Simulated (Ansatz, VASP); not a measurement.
**WSe2: VASP beside Ansatz**

One calculation is typed for both programs; each brings its own data sets. How far apart do they land? The structure shown is the end of the Ansatz relaxation below.

Method: plane waves, with VASP 6.6.1 beside it; single point at PBE with D3(BJ), in Ansatz 0.2.0.

## Step 1: Set-up

The cell holds 3 atoms: 1 W and 2 Se. Cell: a = 3.285 Å, b = 3.285 Å, c = 18.341 Å, α = 90.0°, β = 90.0°, γ = 120.0°. Vacuum lies along c.

Coordinates:

```cif
data_structure
_symmetry_space_group_name_H-M 'P 1'
_symmetry_Int_Tables_number 1
_cell_length_a 3.2850
_cell_length_b 3.2850
_cell_length_c 18.3411
_cell_angle_alpha 90.000
_cell_angle_beta 90.000
_cell_angle_gamma 120.000
_cell_volume 171.40
loop_
_atom_site_label
_atom_site_type_symbol
_atom_site_fract_x
_atom_site_fract_y
_atom_site_fract_z
_atom_site_occupancy
W1 W 0.66667 0.33333 0.50000 1
Se2 Se 0.33333 0.66667 0.40814 1
Se3 Se 0.33333 0.66667 0.59186 1
```

## Step 2: Ansatz: relaxation, PBE with D3(BJ)

Ansatz runs on its PAW soft_1 files.

This run makes the geometry at which the two programs are then compared.

The input, input.yaml:

```yaml
crystal:
  lattice:
    - [3.282, 0.0, 0.0]
    - [-1.641, 2.84229538, 0.0]
    - [0.0, 0.0, 18.341088]
  atoms:
    - { symbol: W, position: [0.66666667, 0.33333333, 0.5] }
    - { symbol: Se, position: [0.33333333, 0.66666667, 0.40891794] }
    - { symbol: Se, position: [0.33333333, 0.66666667, 0.59108206] }
kpoints:
  mp_grid: { grid: [12, 12, 2] }
scf:
  occupations: { method: fermi_dirac, width: 0.02 }
hamiltonian:
  xc: pbe
  pseudopotentials: { kind: paw, azcp: { folder: soft_1 } }
  dispersion: d3bj
basis:
  ecutwfc: 600
output:
  forces: true
  stress: true
relax:
  f_tol: 0.005
  max_steps: 70
  cell: { stress_tol: 0.02, p_target: 0, fix: [c, alpha, beta, gamma] }
```

The run is started by

```bash
$ ansatz run input.yaml --threads 4 --pin off --max-ram 10240MiB --backend cpu --events-out ev --progress --plain --runs-dir out
```

Numbers of over 12 decimals in the logs are rounded to 6 here.

What it wrote:

```text
Warning: crystal.symmetry: narrowed to the stabiliser of the fixed cell quantities (relax.cell.fix) — unitary ops 12 → 4. The narrowing is safe, since a smaller group never makes results wrong: the run goes on under it, on as many k-points as the starting group would need, or more. Excluded: 8 operations that would move a fixed cell quantity at a test strain (relax.cell.fix fixes c, alpha, beta, gamma). The cell can leave their symmetry as it relaxes.
Engine: ansatz 0.2.0, aarch64-unknown-linux-gnu
Pseudopotentials: kind: paw
Pseudopotential: W, paw, valence charge 14, recommended cutoff 420 eV (normal), soft_1/W.paw.azcp
Pseudopotential: Se, paw, valence charge 16, recommended cutoff 420 eV (normal), soft_1/Se.paw.azcp
Functional definition: PBE
  parameter kappa = 0.804
  parameter beta = 0.066725
  exchange = pbe_x(kappa = kappa, mu = beta*pi^2/3)
  correlation = pbe_c(beta = beta)
Crystal: 3 atoms, lattice volume = 171.093 Å³
Basis set: ecut = 600 eV, 5809 PW (Γ), exchange–correlation on 54×54×300 points (8 copies of the dense FFT grid, shifted against one another)
Bands: 28, of which v1, the nominal top of the filled ones, is band 23 counted from 1 (22 counted from 0)
Symmetry: 4 space group operations
k-points: 86 of 288 (time reversal used)
Non-local potential: W, projectors of the file, l = 0: 3, l = 1: 2, l = 2: 2, l = 3: 1
Non-local potential: Se, projectors of the file, l = 0: 2, l = 1: 2, l = 2: 3, l = 3: 1
PAW form: soft (Blöchl's): semilocal exchange-correlation on the pseudo side does not see the compensation charge
PAW one-centre angular grid: W, 590 points (default); XC on 64 Gauss nodes
PAW one-centre angular grid: Se, 590 points (default); XC on 64 Gauss nodes
Initial density: superposition of atomic densities (neutral atoms: chi_scale 0, normalization atom)
Initial wavefunctions: pseudopotential atomic-orbital guess
Functional: x = pbe(κ = 0.804, μ = 0.219515), c = pbe(β = 0.066725)
iter 1 solved again at ethr=2.38e-3 eV; its pass at ethr=3.10e-3 eV (dr2=1.10e0 eV) is discarded
SCF iter   1: F=—  HF=-21327.077550 eV  |F-HF|=—  |Δ(HF+E_count)|=         —  Δρ=2.04e-2  dr2=1.11e0  ethr=2.38e-3  ⟨swp⟩=1.0  Hψ=15310  notcnv=0
preconditioner: auto → none  [insulator: Δε(μ)=1.568 eV  Ē_g=9.104 eV  σ=0.020 eV  W_gap=1.00  n_scr=12 (ndim 8)  ℏωp=12.0 eV  f_vac=0.625  D(μ)=0.00/eV (n_scr^D=0)  ε∞_Penn≈2.8]
SCF iter   2: F=—  HF=-21326.912774 eV  |F-HF|=—  |Δ(HF+E_count)|=   1.65e-1  Δρ=1.35e-2  dr2=8.96e-1  ethr=2.38e-3  ⟨swp⟩=3.5  Hψ=5527  notcnv=0  defer=44
SCF iter   3: F=—  HF=-21326.911627 eV  |F-HF|=—  |Δ(HF+E_count)|=   1.15e-3  Δρ=1.21e-2  dr2=9.25e-1  ethr=1.95e-3  ⟨swp⟩=3.1  Hψ=3872  notcnv=0  defer=86
SCF iter   4: F=—  HF=-21326.782858 eV  |F-HF|=—  |Δ(HF+E_count)|=   1.29e-1  Δρ=3.99e-3  dr2=3.09e-2  ethr=1.95e-3  ⟨swp⟩=2.0  Hψ=3338  notcnv=0  defer=86
SCF iter   5: F=—  HF=-21326.778266 eV  |F-HF|=—  |Δ(HF+E_count)|=   4.59e-3  Δρ=8.73e-4  dr2=1.10e-3  ethr=6.71e-5  ⟨swp⟩=2.8  Hψ=3642  notcnv=0  defer=86
SCF iter   6: F=—  HF=-21326.778229 eV  |F-HF|=—  |Δ(HF+E_count)|=   3.76e-5  Δρ=1.51e-4  dr2=2.14e-5  ethr=2.39e-6  ⟨swp⟩=2.0  Hψ=3336  notcnv=0  defer=86
SCF iter   7: F=—  HF=-21326.778251 eV  |F-HF|=—  |Δ(HF+E_count)|=   2.23e-5  Δρ=3.32e-5  dr2=1.16e-6  ethr=4.64e-8  ⟨swp⟩=2.1  Hψ=4282  notcnv=0  defer=86
SCF iter   8: F=-21326.778251 eV  HF=-21326.778251 eV  |F-HF|=1.66e-8  |Δ(HF+E_count)|=   1.50e-7  Δρ=7.72e-6  dr2=3.36e-8  ethr=2.17e-10  ⟨swp⟩=4.0  Hψ=10477  notcnv=0
SCF 1 converged in 8 iterations: F = -21326.778251 eV  dr2 = 3.36e-8
  greatest PAW one-centre occupation: 1.000 electrons in one spin orbital (limit 2), on the Se atom at site 1 (counted from 0), in its partial waves of l = 2
relax step   1: F+E_penalty+E_count = -21326.77825119 eV  Δ(F+E_penalty+E_count) = +0.000e0 eV  max|allowed force component| = 2.722e-1 eV/Å  Δτ_max = 0.0000 Å  P = +0.544 GPa  Ω = 171.093 Å³  fix = [c, alpha, beta, gamma]  reactions: c +0.841 GPa; gamma -0.000 GPa/rad  (8 SCF iters, dr2 threshold 1.00e-7 eV, accepted)
[...]
relax step   2: F+E_penalty+E_count = -21326.77557084 eV  Δ(F+E_penalty+E_count) = +2.680e-3 eV  max|allowed force component| = 3.335e-1 eV/Å  Δτ_max = 0.0361 Å  P = -0.515 GPa  Ω = 170.795 Å³  energy of the carried Pulay correction = +2.262e-6 eV  fix = [c, alpha, beta, gamma]  (6 SCF iters, dr2 threshold 3.00e-7 eV, rejected (line search))
[...]
relax step   3: F+E_penalty+E_count = -21326.78247025 eV  Δ(F+E_penalty+E_count) = -4.219e-3 eV  max|allowed force component| = 7.493e-3 eV/Å  Δτ_max = 0.0142 Å  P = -0.036 GPa  Ω = 171.547 Å³  energy of the carried Pulay correction = -3.443e-6 eV  fix = [c, alpha, beta, gamma]  reactions: c -0.034 GPa; gamma -0.000 GPa/rad  (9 SCF iters, accepted)
[...]
relax step   4: F+E_penalty+E_count = -21326.78248416 eV  Δ(F+E_penalty+E_count) = -1.391e-5 eV  max|allowed force component| = 7.542e-4 eV/Å  Δτ_max = 0.0001 Å  P = -0.001 GPa  Ω = 171.404 Å³  energy of the carried Pulay correction = -2.360e-6 eV  fix = [c, alpha, beta, gamma]  reactions: c -0.013 GPa; gamma -0.000 GPa/rad  (5 SCF iters, dr2 threshold 3.51e-9 eV, accepted)
[...]
relax step   5: F+E_penalty+E_count = -21326.78248628 eV  Δ(F+E_penalty+E_count) = -2.114e-6 eV  max|allowed force component| = 7.600e-4 eV/Å  Δτ_max = 0.0000 Å  P = -0.001 GPa  Ω = 171.404 Å³  fix = [c, alpha, beta, gamma]  reactions: c -0.013 GPa; gamma +0.000 GPa/rad  stress off target by 5.17e-3 GPa on what of the cell is left free  SCF on the basis re-selected at this cell (its energy is not comparable with the rows above)  (8 SCF iters)
basis re-selected at this cell: Δ(F+E_penalty+E_count) = -2.114e-6 eV, ΔP = -0.000 GPa vs the last step (what re-selecting the basis moved, of the pressure what is left beyond the Pulay correction that the steps carried, after the strain that the cell walked since its last selection, with what the two solves' SCF thresholds leave and, on support functions, any second-order correction that the steps lacked; it is no m [...]
SCF converged after 8 iterations
Free energy (F): -21326.782486 eV
Harris-Foulkes:  -21326.782486 eV  (|F-HF|=3.64e-10)
Internal energy: -21326.782486 eV  (E = F + TS)
E sigma→0 (E₀):  -21326.782486 eV
Fermi energy:    1.906999 eV
--- Per-component energies (eV) ---
  E_band       = -1372.834504
  E_kinetic    = 644.183755
  E_local      = -37967.032654  (includes V_loc(G=0)·N_el)
  E_nonlocal   = -733.675772
  E_hartree    = 18817.359194
  E_xc         = -438.528454
  E_vxc        = -413.018604  (∫ρ·V_xc dr)
  E_paw        = -12837.659273  (= ΣΔE_a)
  E_vpaw       = -538.009781  (= ΣTr[D̂ρ^β])
  E_aug_tail   = 0.000029  (compensation charges beyond the density's cutoff)
  E_ewald      = 11189.585108
  E_disp       = -1.014419  (pairwise vdW)
  E_smearing   = -0.000000  (= −TS)
  E_closure    = -0.000000  (closes the sum)
  Σ components = -21326.782486   (vs F -21326.782486, Δ=0.00e0)
--- Forces (eV/Å), atoms counted from 1 ---
  atom   1  W      0.00000001    -0.00000000    -0.00000000
  atom   2  Se    -0.00000000     0.00000000     0.00076003
  atom   3  Se    -0.00000000     0.00000000    -0.00076003
  max |Σ_I F_I| component: 8.78e-10 eV/Å
--- Stress (GPa, compression-positive) ---
        0.005167      -0.000000       0.000000
       -0.000000       0.005167       0.000000
        0.000000       0.000000      -0.013060
  P = ⅓ Tr σ = -0.0009 GPa (-0.009 kbar)
--- Relaxed structure (4 steps of the walk, 3 accepted, 1 SCFs on fresh bases) ---
  F+E_penalty+E_count = -21326.78248628 eV   max|allowed force component| = 7.600e-4 eV/Å   (the final SCF, on the basis selected at the relaxed cell)
  cell:  # Å, volume = 171.4044 Å³
    - [3.284983, -1.4115409279392226e-19, 0.0]
    - [-1.642491, 2.844879, 0.0]
    - [0.0, 0.0, 18.341088]
  atoms:
    - { symbol: W, position: [0.666667, 0.333333, 0.500000] }
    - { symbol: Se, position: [0.333333, 0.666667, 0.408139] }
    - { symbol: Se, position: [0.333333, 0.666667, 0.591861] }
```

## Step 3: VASP: single point, PBE with D3(BJ)

The same cell, functional, mesh and smearing now go to VASP, with its own data sets.

Lines of VASP's logs that name or quote its potential files are left out, and so is its time.

The input, INCAR:

```
SYSTEM = WSe2
PREC = Accurate
ENCUT = 600
EDIFF = 1E-06
NELM = 120
ISMEAR = -1
SIGMA = 0.02
LREAL = .FALSE.
ALGO = Normal
GGA = PE
IVDW = 12
NBANDS = 15
LASPH = .TRUE.
LORBIT = 11
LWAVE = .FALSE.
LCHARG = .FALSE.
ISIF = 2
GGA_COMPAT = .FALSE.
EFERMI = MIDGAP
KPAR = 2
```

The input, POSCAR:

```
WSe2
1.0
    3.2849829525      0.0000000000      0.0000000000
   -1.6424914762      2.8448786878      0.0000000000
    0.0000000000      0.0000000000     18.3410880000
W Se
1 2
Direct
    0.6666666666      0.3333333334      0.5000000000
    0.3333333334      0.6666666666      0.4081392828
    0.3333333334      0.6666666666      0.5918607172
```

The input, KPOINTS:

```
Automatic mesh
0
Gamma
12 12 2
0 0 0
```

PAW data sets: W and Se (PBE family, release 64).

The run is started by

```bash
$ mpirun -np 2 vasp_std
```

What it wrote:

```text
[banner, memory and clock lines left out]
running    2 mpi-ranks, on    1 nodes
 distrk:  each k-point on    1 cores,    2 groups
 distr:  one band on    1 cores,    1 groups

 POSCAR found type information on POSCAR W Se
 POSCAR found :  2 types and       3 ions
 LDA part: xc-table for (Slater+PW92), standard interpolation
 POSCAR, INCAR and KPOINTS ok, starting setup
 FFT: planning ... GRIDC
 FFT: planning ... GRID_SOFT
 FFT: planning ... GRID
 WAVECAR not read
 entering main loop
       N       E                     dE             d eps       ncg     rms          rms(c)
DAV:   1     0.126194146258E+03    0.12619E+03   -0.67058E+03  1140   0.101E+03
DAV:   2    -0.989781688299E+01   -0.13609E+03   -0.12707E+03  1838   0.178E+02
DAV:   3    -0.224803351590E+02   -0.12583E+02   -0.12470E+02  1624   0.630E+01
DAV:   4    -0.227075924478E+02   -0.22726E+00   -0.22677E+00  1436   0.102E+01
DAV:   5    -0.227120229117E+02   -0.44305E-02   -0.44289E-02  1562   0.129E+00    0.217E+01
DAV:   6    -0.219101885451E+02    0.80183E+00   -0.23736E+00  1724   0.110E+01    0.839E+00
DAV:   7    -0.217784894142E+02    0.13170E+00   -0.12528E+00  1434   0.836E+00    0.525E+00
DAV:   8    -0.216711444548E+02    0.10734E+00   -0.18799E-01  1511   0.374E+00    0.412E-01
DAV:   9    -0.216709584183E+02    0.18604E-03   -0.29279E-02  1581   0.111E+00    0.237E-01
DAV:  10    -0.216696162262E+02    0.13422E-02   -0.21905E-03  1539   0.325E-01    0.125E-01
DAV:  11    -0.216694273658E+02    0.18886E-03   -0.24049E-04  1511   0.105E-01    0.723E-02
DAV:  12    -0.216691815016E+02    0.24586E-03   -0.33022E-04  1483   0.921E-02    0.208E-02
DAV:  13    -0.216692437146E+02   -0.62213E-04   -0.66253E-05  1385   0.431E-02    0.330E-02
DAV:  14    -0.216693638395E+02   -0.12012E-03   -0.35732E-05  1350   0.304E-02    0.890E-03
DAV:  15    -0.216693922029E+02   -0.28363E-04   -0.39571E-06  1420   0.131E-02    0.947E-03
DAV:  16    -0.216693969435E+02   -0.47406E-05   -0.14751E-05  1378   0.125E-02    0.392E-03
DAV:  17    -0.216694312990E+02   -0.34355E-04   -0.18765E-06  1281   0.478E-03    0.200E-03
DAV:  18    -0.216694551416E+02   -0.23843E-04   -0.13531E-06  1160   0.367E-03    0.245E-03
DAV:  19    -0.216694695026E+02   -0.14361E-04   -0.95006E-07  1114   0.282E-03    0.823E-04
DAV:  20    -0.216694749427E+02   -0.54401E-05   -0.46000E-07  1116   0.201E-03    0.321E-04
DAV:  21    -0.216694755986E+02   -0.65585E-06   -0.50086E-08  1025   0.106E-03
   1 F= -.22683767E+02 E0= -.22683767E+02  d E =-.103378E-18
```

OUTCAR, selected parts (step 3):

```text
ion  position               nearest neighbor table
   1  0.667  0.333  0.500-   2 2.54   3 2.54   2 2.54   3 2.54   2 2.54   3 2.54
   2  0.333  0.667  0.408-   1 2.54   1 2.54   1 2.54
   3  0.333  0.667  0.592-   1 2.54   1 2.54   1 2.54

  LATTYP: Found a hexagonal cell.
 ALAT       =     3.2849829525
 C/A-ratio  =     5.5833129929

 Subroutine GETGRP returns: Found 12 space group operations
 (whereof 12 operations were pure point group operations)

The static configuration has the point symmetry D_3h.

 Found     38 irreducible k-points:

   k-points           NKPTS =     38   k-points in BZ     NKDIM =     38   number of bands    NBANDS=     15

   dimension x,y,z NGX =    28 NGY =   28 NGZ =  150
   dimension x,y,z NGXF=    56 NGYF=   56 NGZF=  300

   ENCUT  =  600.0 eV  44.10 Ry    6.64 a.u.   6.56  6.56 36.63*2*pi/ulx,y,z

   NELECT =      18.0000    total number of electrons

 k-points in reciprocal lattice and weights: Automatic mesh
   0.00000000  0.00000000  0.00000000       0.003
   0.08333333 -0.00000000  0.00000000       0.021
   0.16666667 -0.00000000  0.00000000       0.021
   0.25000000 -0.00000000  0.00000000       0.021
   0.33333333 -0.00000000  0.00000000       0.021
   0.41666667 -0.00000000  0.00000000       0.021
   0.50000000 -0.00000000  0.00000000       0.010
   0.08333333  0.08333333  0.00000000       0.021
   0.16666667  0.08333333  0.00000000       0.042
[...]
0.33333333  0.25000000  0.50000000       0.042
   0.33333333  0.33333333  0.50000000       0.007

 average (electrostatic) potential at core
       1 -47.2324       2 -59.7440       3 -59.7440

 E-fermi :  -0.6673

 k-point     1 :       0.0000    0.0000    0.0000
  band No.  band energies     occupation
    ...
      5      -3.7871      2.00000
      6      -3.7407      2.00000
      7      -2.6554      2.00000
      8      -2.6554      2.00000
      9      -1.9251      2.00000
     10       1.5098      0.00000
     11       1.5098      0.00000
     12       1.6616      0.00000
     13       1.6616      0.00000
     14       2.7663      0.00000
    ...

 k-point     2 :       0.0833   -0.0000    0.0000
  band No.  band energies     occupation
    ...
      5      -3.9587      2.00000
      6      -3.6844      2.00000
      7      -2.8339      2.00000
      8      -2.6390      2.00000
      9      -1.9488      2.00000
     10       1.1960      0.00000
     11       1.2605      0.00000
     12       1.5243      0.00000
     13       1.6876      0.00000
     14       3.0704      0.00000
    ...

 k-point     3 :       0.1667   -0.0000    0.0000
  band No.  band energies     occupation
    ...
      5      -4.4627      2.00000
      6      -3.4004      2.00000
      7      -3.2513      2.00000
      8      -2.8156      2.00000
      9      -2.1045      2.00000
     10       0.5885      0.00000
     11       1.0551      0.00000
     12       1.2147      0.00000
     13       2.0825      0.00000
     14       3.5147      0.00000
    ...

 Edisp (eV)   -1.01429

  Total      -0.15182    -0.15182    -0.16479    -0.00000     0.00000     0.00000
  in kB      -1.41907    -1.41907    -1.54035    -0.00000     0.00000     0.00000
  external pressure =       -1.46 kB  Pullay stress =        0.00 kB

  energy-cutoff  :      600.00
  volume of cell :      171.40
      direct lattice vectors                 reciprocal lattice vectors
     3.284982953  0.000000000  0.000000000     0.304415583  0.175754419  0.000000000
    -1.642491476  2.844878688  0.000000000     0.000000000  0.351508837  0.000000000
     0.000000000  0.000000000 18.341088000     0.000000000  0.000000000  0.054522393

 POSITION                                       TOTAL-FORCE (eV/Angst)
 -----------------------------------------------------------------------------------
      1.64249      0.94829      9.17054        -0.000000      0.000000      0.000000
      0.00000      1.89659      7.48572         0.000000      0.000000      0.044221
      0.00000      1.89659     10.85537         0.000000     -0.000000     -0.044221
 -----------------------------------------------------------------------------------
    total drift:                               -0.000000      0.000000      0.000000

  FREE ENERGIE OF THE ION-ELECTRON SYSTEM (eV)
  ---------------------------------------------------
  free  energy   TOTEN  =       -22.6837665290 eV

  energy  without entropy=      -22.6837665290  energy(sigma->0) =      -22.68376653

 total charge
# of ion       s       p       d       tot
------------------------------------------
    1        0.536   0.620   4.170   5.326
    2        1.475   2.351   0.068   3.893
    3        1.475   2.351   0.068   3.893
--------------------------------------------------
tot          3.485   5.322   4.305  13.112

[... 3 further parts left out ...]
```

This run has no spin polarisation, so a moment on W, if there is one, isn't seen. The data set W keeps the semicore shell frozen, which is cheaper and a little less accurate.

## Step 4: Differences

Known differences besides the potentials themselves: the data sets hold 46 valence electrons in Ansatz (on its PAW soft_1 files) and 18 in VASP; Ansatz's pressure holds a Pulay correction, VASP's none. Total energies have different zeros and are not compared.

Both answers:

```tsv
quantity	Ansatz	VASP	difference
pressure (GPa)	0.00	-0.15	+0.15
gap on the k mesh (eV)	1.652	1.648	+0.004
```

Forces (eV/Å; atoms numbered as in POSCAR):

```tsv
atom	Ansatz x, y, z	VASP x, y, z
W1	0.000, 0.000, 0.000	0.000, 0.000, 0.000
Se2	0.000, 0.000, 0.001	0.000, 0.000, 0.044
Se3	0.000, 0.000, -0.001	0.000, 0.000, -0.044
```

The forces differ by 20 meV/Å r.m.s., where the r.m.s. force is 0.000 eV/Å in Ansatz and 0.021 eV/Å in VASP: the atoms lie near their places of rest in Ansatz, so a percentage would say little (all taken over all components). A gap on the mesh is an upper bound, since the band edges may lie between its points; neither run holds spin-orbit coupling, which can move the band edges of a compound of W. With vacuum in the cell, a pressure given here is an average over mostly empty space and none of the material.

## Step 5: Results

| Property | Result |
| --- | --- |
| r.m.s. force difference (single point, PBE with D3(BJ)) | 20 meV/Å |

What this shows: The r.m.s. force difference is 20 meV/Å (single point, PBE with D3(BJ)), beyond the 12 meV/Å picked in this series as the mark of a large difference. The data sets hold unlike numbers of valence electrons (46 in Ansatz and 18 in VASP), so part of the differences comes from the potentials. What causes the difference of the single point, PBE with D3(BJ) pair stays open here. How closely two codes agree says nothing of how well the functional describes the real material.

[Lines on the potential files, build, host, timing and source positions are cut from VASP's logs without a mark.]

[Logs are printed without paths, hosts, clocks, repeated set-up lines and the standing remarks that a program may print on its own settings, such as how far it seeks lower states.]

[Hosts, paths, dates, database ids (printed as entryN), source tags and the programs' standing remarks are cut or masked in the printed files.]
